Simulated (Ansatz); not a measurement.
W:

```
W
1.0
     0.00000    2.03000    2.03000
     2.03000    0.00000    2.03000
     2.03000    2.03000    0.00000
W
1
Direct
  0.00000 0.00000 0.00000
```

This isn't the form of W at room conditions, which is bcc.

- Program: Ansatz 0.2.0
- Task: single point
- Functional: PBEsol
- Potentials or basis: all-electron LAPW, scalar-relativistic
- Cutoff: 253 eV (chosen from the basis error)
- Basis error allowed: 0.001 eV/atom
- k mesh: 11 × 11 × 11
- Occupations: fermi-dirac, width 0.05 eV
- Spin: no spin polarisation

On this cell: pressure -12.6 GPa; band gap on the k mesh none (metal or under the smearing width).

The same run follows on a disturbed copy (cell strained at random at fixed volume):

```xyz
1
Lattice="0.0119 2.0082 2.0319 2.0297 0.0111 2.0327 2.0541 2.0335 -0.0134" Properties=species:S:1:pos:R:3 pbc="T T T"
W     0.0111    0.0150   -0.0317
```

Question: What does the disturbed cell give?

Answer: The energy (extrapolated to zero smearing) moves by -4.4 meV/atom; pressure -12.6 GPa; band gap on the k mesh none (metal or under the smearing width).

Stress tensor (GPa, compression positive):
```
-11.96   2.42  -0.72
  2.42 -14.34  -1.01
 -0.72  -1.01 -11.43
```

The energy falls, though the first cell shows no forces: that form is unstable against this distortion, unless noise or another electronic state is at work.
